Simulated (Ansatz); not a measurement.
# HfO2 (HfO2, refined cell of the paper): the cost of one run

Program: Ansatz 0.2.0. Level of theory: DFT PBE, scalar-relativistic, plane waves, PAW. These are calculated values, not measurements.

### Step 1. Starting point

Symmetry: Pca2_1, No. 29, orthorhombic system. The conventional cell has a = 5.102 Å, b = 5.154 Å, c = 5.104 Å, α = 90.00°, β = 90.00°, γ = 90.00°. Around Hf (site symmetry 1) lie 7 O at 2.15 to 2.22 Å. O (site symmetry 1) is surrounded by 3 Hf at 2.15 to 2.22 Å. O (site symmetry 1) is surrounded by 4 Hf at 2.16 to 2.21 Å.

As a file:

```cif
data_structure
_symmetry_space_group_name_H-M 'P 1'
_symmetry_Int_Tables_number 1
_cell_length_a 5.1019
_cell_length_b 5.1540
_cell_length_c 5.1036
_cell_angle_alpha 90.000
_cell_angle_beta 90.000
_cell_angle_gamma 90.000
_cell_volume 134.20
loop_
_atom_site_label
_atom_site_type_symbol
_atom_site_fract_x
_atom_site_fract_y
_atom_site_fract_z
_atom_site_occupancy
Hf1 Hf 0.00030 0.26200 0.19260 1
Hf2 Hf 0.99970 0.73800 0.69260 1
Hf3 Hf 0.50030 0.73800 0.19260 1
Hf4 Hf 0.49970 0.26200 0.69260 1
O1 O 0.22230 0.03010 0.92310 1
O2 O 0.77770 0.96990 0.42310 1
O3 O 0.72230 0.96990 0.92310 1
O4 O 0.27770 0.03010 0.42310 1
O5 O 0.24900 0.49280 0.44510 1
O6 O 0.75100 0.50720 0.94510 1
O7 O 0.74900 0.50720 0.44510 1
O8 O 0.25100 0.49280 0.94510 1
```

### Step 2. Single point: HfO2 (HfO2, refined cell of the paper), no spin

The input, input.yaml:

```yaml
crystal:
  lattice:
    - [5.1019, 0.0, 0.0]
    - [0.0, 5.154, 0.0]
    - [0.0, 0.0, 5.1036]
  atoms:
    - { symbol: Hf, position: [0.0003, 0.262, 0.1926] }
    - { symbol: Hf, position: [0.9997, 0.738, 0.6926] }
    - { symbol: Hf, position: [0.5003, 0.738, 0.1926] }
    - { symbol: Hf, position: [0.4997, 0.262, 0.6926] }
    - { symbol: O, position: [0.2223, 0.0301, 0.9231] }
    - { symbol: O, position: [0.7777, 0.9699, 0.4231] }
    - { symbol: O, position: [0.7223, 0.9699, 0.9231] }
    - { symbol: O, position: [0.2777, 0.0301, 0.4231] }
    - { symbol: O, position: [0.249, 0.4928, 0.4451] }
    - { symbol: O, position: [0.751, 0.5072, 0.9451] }
    - { symbol: O, position: [0.749, 0.5072, 0.4451] }
    - { symbol: O, position: [0.251, 0.4928, 0.9451] }
scf:
  occupations: { method: fixed }
output:
  forces: true
  stress: true
  eigenvalues: true
  polarization: {}
  write_density: true
  write_potential: true
  elf: true
  volumetric_format: npy
hamiltonian:
  xc: pbe
basis:
  ecutwfc: 600
kpoints:
  mp_grid: { grid: [4, 4, 4] }
```

Launch:

```
ansatz run input.yaml --threads 4 --pin off --max-ram 8192MiB --backend cpu --events-out ev --progress --plain --runs-dir out
```

What time and memory should one allow on 4 threads of Arm Neoverse V2, shared host?

About 47 s, with a peak of 1.1 GiB.
